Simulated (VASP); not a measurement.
# Sn (I4/mmm) in VASP: further runs, part 2 of 2

VASP 6.6.1.

## 4. Single point, PBE

The input, INCAR:

```
PREC = Accurate
ENCUT = 520
EDIFF = 1E-7
ISMEAR = -1
SIGMA = 0.05
LREAL = False
LASPH = True
NELM = 80
ALGO = Normal
ISIF = 2
LWAVE = False
LCHARG = False
GGA = PE
NBANDS = 13
```

The input, KPOINTS:

```
Automatic mesh
0
Gamma
  10 10 10
```

The input, POSCAR:

```
Sn
1.0
   -2.0291894110      2.0291894110      1.6607599896
    2.0291894110     -2.0291894110      1.6607599896
    2.0291894110      2.0291894110     -1.6607599896
Sn
1
Direct
    0.0000000000      0.0000000000      0.0000000000
```

Potentials or basis: VASP PAW PBE potentials, release 64 (Sn_d).

Started as:

```bash
$ cat potpaw_PBE.64/Sn_d/POTCAR > POTCAR
$ mpirun -np 1 vasp_std > vasp.out
```

OUTCAR:

```text
PREC = Accurate
   ENCUT = 520
   EDIFF = 1E-7
   ISMEAR = -1
   LREAL = False
   LASPH = True
   NELM = 80
   ISIF = 2
   GGA = PE

 ion  position               nearest neighbor table
   1  0.000  0.000  0.000-

  LATTYP: Found a body centered tetragonal cell.
 ALAT       =     4.0583788220
 C/A-ratio  =     0.8184351745

  Lattice vectors:

 A1 = (  -2.0291894110,   2.0291894110,   1.6607599896)
 A2 = (   2.0291894110,  -2.0291894110,   1.6607599896)
 A3 = (   2.0291894110,   2.0291894110,  -1.6607599896)

Analysis of symmetry for initial positions (statically):
=====================================================================
 Subroutine PRICEL returns:
 Original cell was already a primitive cell.

 Routine SETGRP: Setting up the symmetry group for a
 body centered tetragonal supercell.

 Subroutine GETGRP returns: Found 16 space group operations
 (whereof 16 operations were pure point group operations)
 out of a pool of 16 trial point group operations.

The static configuration has the point symmetry D_4h.
[... 168 lines left out ...]
  band No.  band energies     occupation
      1     -13.5832      2.00000
      2     -13.5076      2.00000
      3     -13.5076      2.00000
      4     -13.5051      2.00000
      5     -13.3919      2.00000
      6      -3.0589      2.00000
      7      14.7482      0.00000
      8      14.7482      0.00000
      9      17.3119      0.00000
     10      18.2358      0.00000
     11      19.3791      0.00000
     12      20.5157      0.00000
     13      20.5157      0.00000
[... 354 lines left out ...]
  band No.  band energies     occupation
      1     -13.5553      2.00000
      2     -13.4753      2.00000
      3     -13.4498      2.00000
      4     -13.4198      2.00000
      5     -13.3987      2.00000
      6       1.9802      2.00000
      7       5.4080      2.00000
      8       6.8986      2.00000
      9      12.4244      0.00000
     10      17.1066      0.00000
     11      19.2267      0.00000
     12      23.9115      0.00000
     13      24.3321      0.00000

 [... further k-points ...]

------------------------ aborting loop because EDIFF is reached ----------------------------------------

  FORCE on cell =-STRESS in cart. coord.  units (eV):
  Direction    XX          YY          ZZ          XY          YZ          ZX
  --------------------------------------------------------------------------------------
  -------------------------------------------------------------------------------------
  Total        0.0659112      0.0659112      0.2872828      0.0000000      0.0000000      0.0000000
  in kB        3.8606282      3.8606282     16.8270557      0.0000000      0.0000000      0.0000000
  external PRESSURE =       8.1827707 kB  Pullay stress =       0.0000000 kB

 VOLUME and BASIS-vectors are now :
 -----------------------------------------------------------------------------
  energy-cutoff  :      520.00
  volume of cell :       27.35
      direct lattice vectors                 reciprocal lattice vectors
    -2.029189411  2.029189411  1.660759990     0.000000000  0.246403809  0.301066983
     2.029189411 -2.029189411  1.660759990     0.246403809  0.000000000  0.301066983
     2.029189411  2.029189411 -1.660759990     0.246403809  0.246403809  0.000000000

 POSITION                                       TOTAL-FORCE (eV/Angst)
 -----------------------------------------------------------------------------------
      0.00000      0.00000      0.00000         0.000000      0.000000      0.000000
 -----------------------------------------------------------------------------------
    total drift:                               -0.000000     -0.000000     -0.000000

  FREE ENERGIE OF THE ION-ELECTRON SYSTEM (eV)
  ---------------------------------------------------
  free  energy   TOTEN  =        -3.7791390523 eV

  energy  without entropy=       -3.7744182195  energy(sigma->0) =       -3.77677864
```

OSZICAR:

```text
N       E                     dE             d eps       ncg     rms          rms(c)
DAV:   1     0.797161364961E+02    0.79716E+02   -0.71576E+03  2738   0.161E+03
DAV:   2     0.172211541703E+01   -0.77994E+02   -0.75548E+02  2837   0.340E+02
DAV:   3    -0.367459248330E+01   -0.53967E+01   -0.53816E+01  3162   0.715E+01
DAV:   4    -0.378774883025E+01   -0.11316E+00   -0.11314E+00  3142   0.112E+01
DAV:   5    -0.379179528418E+01   -0.40465E-02   -0.40464E-02  3391   0.206E+00    0.134E+00
DAV:   6    -0.378232661851E+01    0.94687E-02   -0.10444E-02  3361   0.174E+00    0.741E-01
DAV:   7    -0.377925458572E+01    0.30720E-02   -0.68329E-03  3317   0.136E+00    0.976E-02
DAV:   8    -0.377913919582E+01    0.11539E-03   -0.72025E-04  3262   0.449E-01    0.231E-02
DAV:   9    -0.377913836697E+01    0.82885E-06   -0.13752E-05  3642   0.463E-02    0.155E-02
DAV:  10    -0.377913903349E+01   -0.66651E-06   -0.27477E-06  3322   0.224E-02    0.135E-03
DAV:  11    -0.377913917363E+01   -0.14014E-06   -0.12964E-07  2342   0.580E-03    0.175E-04
DAV:  12    -0.377913902234E+01    0.15129E-06   -0.28316E-08  1701   0.251E-03    0.189E-04
DAV:  13    -0.377913905226E+01   -0.29912E-07   -0.10158E-08  1596   0.156E-03
   1 F= -.37791391E+01 E0= -.37767786E+01  d E =-.472083E-02
```

stdout:

```text
POSCAR found type information on POSCAR Sn
 POSCAR found :  1 types and       1 ions
 scaLAPACK will be used
 LDA part: xc-table for (Slater+PW92), standard interpolation
 POSCAR, INCAR and KPOINTS ok, starting setup
 FFT: planning ... GRIDC
 FFT: planning ... GRID_SOFT
 FFT: planning ... GRID
 WAVECAR not read
 entering main loop
```

It took 16 s on 1 thread of Intel Xeon 6975P-C (Granite Rapids), shared host; peak memory 0.17 GiB.

Results:

| Property | Result |
| --- | --- |
| Free energy | -3.7791 eV |
| Pressure | 0.8 GPa |
| Band gap on the k mesh | none (metal or under the smearing width) |

## 5. Single point, PBE (cell strained at random at fixed volume)

The input, INCAR:

```
SYSTEM = Sn
PREC = Accurate
ENCUT = 520
EDIFF = 1E-7
ISMEAR = -1
SIGMA = 0.05
LREAL = .FALSE.
LASPH = .TRUE.
NELM = 100
ALGO = Normal
ISIF = 2
LWAVE = .FALSE.
LCHARG = .TRUE.
GGA = PE
LELF = .TRUE.
LVHAR = .TRUE.
NBANDS = 13
```

The input, KPOINTS:

```
regular mesh
0
G
  10 10 10
  0 0 0
```

The input, POSCAR:

```
Sn
1.0
   -1.9692270000      2.0562270000      1.6220070000
    2.0445460000     -2.0389000000      1.6928640000
    1.9785480000      2.0482210000     -1.6008370000
Sn
1
Direct
    0.0081510000      0.0011320000     -0.0006220000
```

Started as:

```bash
$ cat potpaw_PBE.64/Sn_d/POTCAR > POTCAR
$ mpirun -np 1 vasp_std > vasp.out
```

Wall time 40 s (1 thread of Intel Xeon 6975P-C (Granite Rapids), shared host); peak memory 0.27 GiB.

The run converged. Its results:

```
Free energy            : -3.7772 eV
Pressure               : 1.0 GPa
Band gap on the k mesh : none (metal or under the smearing width)
```

Stress tensor (GPa, compression positive):
```
 0.43 -0.18 -0.32
-0.18  0.58 -0.09
-0.32 -0.09  2.00
```

Levels at points of the mesh, in eV from the Fermi level:
| k point | band 3 | band 4 | band 5 | band 6 | band 7 | band 8 | band 9 | band 10 | band 11 | band 12 |
| --- | --- | --- | --- | --- | --- | --- | --- | --- | --- | --- |
| (0.00, 0.00, 0.00) | -21.48 | -21.46 | -21.36 | -11.04 | 6.67 | 6.82 | 9.24 | 10.23 | 11.38 | 12.41 |
| (0.50, 0.00, 0.00) | -21.41 | -21.34 | -21.32 | -5.87 | -4.20 | 3.11 | 4.68 | 7.01 | 7.97 | 13.47 |
| (0.00, 0.50, 0.00) | -21.39 | -21.33 | -21.33 | -6.04 | -4.25 | 3.32 | 4.38 | 7.34 | 7.49 | 14.74 |
| (0.50, 0.50, 0.00) | -21.45 | -21.41 | -21.32 | -7.25 | -4.67 | 5.69 | 7.89 | 10.02 | 11.41 | 11.70 |
| (0.00, 0.00, 0.50) | -21.45 | -21.41 | -21.32 | -7.31 | -4.68 | 5.83 | 7.87 | 10.27 | 11.24 | 11.75 |
| (0.50, 0.00, 0.50) | -21.41 | -21.34 | -21.30 | -5.33 | -3.97 | 2.62 | 4.01 | 6.67 | 7.12 | 13.40 |
| (0.00, 0.50, 0.50) | -21.41 | -21.33 | -21.31 | -5.71 | -4.14 | 2.93 | 4.62 | 6.82 | 7.93 | 13.18 |
| (0.50, 0.50, 0.50) | -21.34 | -21.34 | -21.30 | -3.41 | -1.73 | -1.41 | 2.62 | 3.06 | 6.17 | 18.64 |

## 6. Overview

```tsv
level	cell	ladder	gap on the mesh (eV)	pressure (GPa)
PBEsol	as given	free	none	-2.0
PBEsol	cell strained at random at fixed volume	free	none	-1.8
PBE	as given	-	none	0.8
PBE	cell strained at random at fixed volume	-	none	1.0
```

Alike in all rows: task single point; potentials or basis VASP PAW PBE potentials, release 64 (Sn_d); no spin polarisation; k mesh 10 × 10 × 10; cutoff (eV) 520; smearing fermi-dirac 0.05 eV.

Caveats: the PAW data sets were made with another functional, which shifts forces and pressure a little (some runs).

Absolute energies hang on the potentials; compare differences alone.
